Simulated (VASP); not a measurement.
The system is CoO.

```
CELL_PARAMETERS angstrom
0.00000 2.13150 2.13150
2.13150 0.00000 2.13150
2.13150 2.13150 0.00000
ATOMIC_POSITIONS crystal
Co 0.00000 0.00000 0.00000
O 0.50000 0.50000 0.50000
```

```yaml
Program: VASP 6.6.1
Task: single point
Functional: PBEsol
Potentials_or_basis: VASP PAW PBE potentials, release 64 (Co, O)
Cutoff: 520 eV
k_mesh: 11 × 11 × 11
Occupations: fermi-dirac, width 0.05 eV
Spin: collinear spin, ferromagnetic start
Starting_moments: "[2.0, 0.0] μB"
```

On this cell: pressure -11.3 GPa; net moment 2.94 μB per cell; site moments Co +2.57; O +0.32 μB; band gap on the k mesh none (metal or under the smearing width).

The same run follows on a disturbed copy (atoms moved at random, drawn with an rms of 0.05 Å):

```
Co O
1.0
     0.00000    2.13150    2.13150
     2.13150    0.00000    2.13150
     2.13150    2.13150    0.00000
Co O
1 1
Direct
  0.99261 0.00830 0.01507
  0.49712 0.51716 0.49531
```

Question: What does the disturbed cell give?

Answer: The energy (extrapolated to zero smearing) moves by -0.0 meV/atom; pressure -11.2 GPa; net moment 2.94 μB per cell; site moments Co +2.57; O +0.32 μB; band gap on the k mesh none (metal or under the smearing width).

Forces on the atoms (eV/Å):
```
Co   0.002  0.001 -0.001
O   -0.002 -0.001  0.001
```

Stress tensor (GPa, compression positive):
```
-11.24  -0.06   0.06
 -0.06 -11.07   0.08
  0.06   0.08 -11.15
```

Caveats: the PAW data sets were made with another functional, which shifts forces and pressure a little; a cell with one magnetic atom can't hold antiferromagnetic order, which such compounds often take; semilocal functionals often make such compounds metallic where correlation or magnetic order opens a gap, which also shifts bond lengths.
